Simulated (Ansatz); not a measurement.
Input of an Ansatz 0.2.0 run:

The input input.yaml:

```yaml
crystal:
  lattice:
    - [-2.0794317975, 2.0794317975, 2.0794317975]
    - [2.0794317975, -2.0794317975, 2.0794317975]
    - [2.0794317975, 2.0794317975, -2.0794317975]
  atoms:
    - { symbol: Ca, position: [0.0, 0.0, 0.0] }
hamiltonian:
  xc: pbe0
  pseudopotentials: { kind: paw }
  dispersion: d4
kpoints:
  mp_grid: { grid: [6, 6, 6] }
scf:
  occupations: { method: cold, width: 0.05 }
  mixing: { preconditioner: ldos, algorithm: msr1, beta: 0.1 }
output:
  forces: true
  stress: true
  write_density: true
  write_potential: true
  elf: true
  volumetric_format: npy
relax:
  f_tol: 0.01
  max_steps: 40
  cell: { stress_tol: 0.05 }
```

Potentials or basis: Ansatz PAW.

Command:

```console
$ ansatz run input.yaml --threads 1 --pin off --max-ram 2560MiB --backend cpu --events-out ev --progress --plain --runs-dir out
```

Predict the relaxed cell.

a = 3.797 Å, b = 3.797 Å, c = 3.797 Å, α = 109.47°, β = 109.47°, γ = 109.47°.

Estimate the band gap on the k mesh.

none (metal or under the smearing width).

What does it give for the space group after relaxing (to 0.05 Å)?

Im-3m (No. 229).

What does it give for the relaxed volume?

42.15 Å³/atom.

Final structure:
```yaml
crystal:
  lattice:
    - [-2.19235, 2.19235, 2.19235]
    - [2.19235, -2.19235, 2.19235]
    - [2.19235, 2.19235, -2.19235]
  atoms:
    - { symbol: Ca, position: [0.00000, 0.00000, 0.00000] }
```

Caveat: pairwise dispersion overbinds metals, which lowers pressure and volume; the PAW data sets come from PBE, with cores solved anew for the run's functional, which leaves a small shift of forces and pressure. Zero-point motion and thermal expansion aren't in these numbers.
